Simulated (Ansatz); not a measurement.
Crystal: TiNi.

```xyz
2
Lattice="2.7358 0.0000 0.0000 0.0000 2.7358 0.0000 0.0000 0.0000 3.5814" Properties=species:S:1:pos:R:3 pbc="T T T"
Ni    0.0000    0.0000    0.0000
Ti    1.3679    1.3679    1.7907
```

The cell comes from a database or a generator and needn't be the stable form of this composition.

Below is the output of Ansatz 0.2.0 for this cell. Logs are shortened: lines on timing, memory, paths and dates and some standing lists are left out, and cuts for length are marked.

```text
Warning: where an SCF of this run starts from atoms to list the orders of its open shells, Ni (site 0, from 0) starts with 2.00 μB on its 3d shell, in the place of the 2.50 μB that the deck gives it: its open shells can hold no more by Hund's first rule. To start from spheres of the given moment, type scf.initial_density.shell_occupations: []
Warning: where an SCF of this run starts from atoms to list the orders of its open shells, Ti (site 1, from 0) starts with 2.00 μB on its 3d shell, in the place of the 2.50 μB that the deck gives it: its open shells can hold no more by Hund's first rule. To start from spheres of the given moment, type scf.initial_density.shell_occupations: []
Warning: RAYON_NUM_THREADS=2 ignored (pool sized by the plan → 2); use --threads N
Engine: ansatz 0.2.0, x86_64-unknown-linux-gnu
Pseudopotentials: kind: paw
Pseudopotential: Ni, paw, valence charge 18, recommended cutoff 420 eV (normal), Ni.paw.azcp
Pseudopotential: Ti, paw, valence charge 12, recommended cutoff 420 eV (normal), Ti.paw.azcp
Functional definition: PBEsol
  exchange = pbesol_x
  correlation = pbesol_c
Crystal: 2 atoms, lattice volume = 26.805 Å³
Basis set: ecut = 420 eV, 535 PW (Γ), exchange–correlation on 40×40×48 points (8 copies of the dense FFT grid, shifted against one another)
Bands: 22, of which v1, the nominal top of the filled ones, is band 15 counted from 1 (14 counted from 0)
Symmetry: 16 space group operations
Space group: P4/mmm (ITA 123), of the structure as read, at distance tolerance 3.0e-5 Å
Magnetic group: BNS 123.339 (UNI 999), of the structure as read, at distance tolerance 3.0e-5 Å
k-points: 105 of 800
Non-local potential: Ni, projectors of the file, l = 0: 3, l = 1: 2, l = 2: 3, l = 3: 1
Non-local potential: Ti, projectors of the file, l = 0: 3, l = 1: 2, l = 2: 3, l = 3: 1
PAW form: soft (Blöchl's): semilocal exchange-correlation on the pseudo side does not see the compensation charge
[... 28 lines left out ...]
SCF converged after 15 iterations
Magnetization: 0.0000 μB (15.0000 up, 15.0000 down)
Absolute magnetization: 0.0000 μB (∫|ρ↑−ρ↓|, with the PAW one-centre terms)
Spin contamination: 0.0000 ħ² per cell (⟨S²⟩ above its minimum at these occupations)
Per-site moments (μB) at R_I (Å): [(-2.032192465775944e-6, 1.0873842251019563), (2.175106101260375e-6, 1.0873842251019563)]
Free energy (F): -8279.561142 eV
Harris-Foulkes:  -8279.561142 eV  (|F-HF|=2.88e-9)
Internal energy: -8279.540284 eV  (E = F + TS)
E sigma→0 (E₀):  -8279.550713 eV
Entropy (-TS):   -0.020858 eV (-10.429 meV/atom)
Fermi energy:    16.002964 eV
--- Per-component energies (eV) ---
  E_band       = -450.299015
  E_kinetic    = 556.444005
  E_local      = -4594.324622  (includes V_loc(G=0)·N_el)
  E_nonlocal   = 643.192234
  E_hartree    = 1934.111074
  E_xc         = -182.022156
  E_vxc        = -231.954960  (∫ρ·V_xc dr)
  E_paw        = -2616.116239  (= ΣΔE_a)
  E_vpaw       = -691.875004  (= ΣTr[D̂ρ^β])
  E_aug_tail   = 0.000618  (compensation charges beyond the density's cutoff)
  E_ewald      = -4021.161872
  E_core_change = 0.336673  (= ΣΔE_core)
  E_smearing   = -0.020858  (= −TS)
  E_closure    = 0.000000  (closes the sum)
  Σ components = -8279.561142   (vs F -8279.561142, Δ=0.00e0)
--- Forces (eV/Å), atoms counted from 1 ---
  atom   1  Ni    -0.00000000     0.00000000     0.00000000
  atom   2  Ti     0.00000000    -0.00000000    -0.00000000
  max |Σ_I F_I| component: 4.68e-29 eV/Å
--- Stress (GPa, compression-positive) ---
       -5.378519      -0.000000       0.000000
       -0.000000      -5.378519      -0.000000
        0.000000      -0.000000      -7.930983
  P = ⅓ Tr σ = -6.2293 GPa (-62.293 kbar)
--- Band table (eV; the first three rows and the last of 210) ---
  k-point 0 ↑: bands = ["-87.0466", "-47.6154", "-47.5413", "-47.5413", "-40.5702", "-16.9272", "-16.5895", "-16.5895", "8.3791", "12.1264", "12.6242", "14.1929", "14.1929", "14.8424", "15.7328", "16.6893", "18.9631", "18.9631", "19.4037", "19.8378", "27.8003", "28.0695"]
  k-point 1 ↑: bands = ["-87.0466", "-47.6158", "-47.5413", "-47.5413", "-40.5693", "-16.9366", "-16.5893", "-16.5893", "8.5917", "12.1778", "12.6919", "14.2230", "14.2230", "14.8511", "15.6392", "16.4678", "18.8045", "18.8045", "19.3023", "19.3899", "28.4704", "28.4704"]
  k-point 2 ↑: bands = ["-87.0466", "-47.6167", "-47.5413", "-47.5413", "-40.5672", "-16.9592", "-16.5891", "-16.5891", "9.2033", "12.2616", "12.8750", "14.3011", "14.3011", "14.8725", "15.3934", "15.7399", "18.4411", "18.4411", "18.4463", "19.3563", "29.5618", "29.5618"]
  k-point 104 ↓: bands = ["-87.0406", "-47.6092", "-47.5778", "-47.5778", "-40.4007", "-17.1310", "-17.1310", "-16.8288", "13.0268", "13.4834", "13.5040", "13.5040", "14.5497", "14.5497", "14.5935", "15.3104", "18.7701", "20.3634", "23.0361", "24.3970", "24.3970", "24.8891"]
```

Task: What input gives this log?

Result: Single point with PBEsol, collinear spin, ferromagnetic start. The files as run (others can give the same):

input.yaml
```yaml
crystal:
  lattice:
    - [2.735803, 0.0, 0.0]
    - [0.0, 2.735803, 0.0]
    - [0.0, 0.0, 3.58141]
  atoms:
    - { symbol: Ni, position: [0.0, 0.0, 0.0], spin: 2.5 }
    - { symbol: Ti, position: [0.5, 0.5, 0.5], spin: 2.5 }
hamiltonian:
  xc: pbesol
  pseudopotentials: { kind: paw }
magnetization:
  spin_polarized: true
kpoints:
  mp_grid: { grid: [10, 10, 8] }
scf:
  occupations: { method: fermi_dirac, width: 0.05 }
output:
  forces: true
  stress: true
  eigenvalues: true
```

Potentials or basis: Ansatz PAW.
Run with:
```console
$ ansatz run input.yaml --threads 2 --pin off --max-ram 5632MiB --backend cpu --events-out ev --progress --plain --runs-dir out
```

Caveat: the starting moments collapsed, and a magnetic state may lie lower; the PAW data sets come from PBE, with cores solved anew for the run's functional, which leaves a small shift of forces and pressure; the starting moments weren't kept.
